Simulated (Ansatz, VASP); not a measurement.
Si in VASP and in Ansatz

```xyz
1
Lattice="2.6479 0.0000 0.0000 -1.3239 2.2931 0.0000 0.0000 0.0000 2.4874" Properties=species:S:1:pos:R:3 pbc="T T T"
Si    0.0000    0.0000    1.2437
```

Alike in both runs: functional PBE; k mesh 24 × 24 × 22; occupations gaussian, width 0.1 eV; no spin polarisation.

Ansatz relaxed the structure, and its values are those at the end. VASP's run is a single point on that final structure, the one shown.

|  | VASP | Ansatz |
| --- | --- | --- |
| version | VASP 6.6.1 | Ansatz 0.2.0 |
| potentials or method | VASP PAW PBE potentials, release 64 (Si) | scalar-relativistic, plane waves, PAW |
| plane-wave cutoff (eV) | 520 | 420 |
| valence electrons in the cell | 4 | 4 |

Ansatz gave:

- gap on the k mesh at the Fermi level (eV): none
- pressure (GPa): 0.0

Question: Which values does VASP return?

Answer: gap on the k mesh at the Fermi level (eV): none; pressure (GPa): -0.1.

A gap of «none» marks a metal or a gap that the smearing closes.
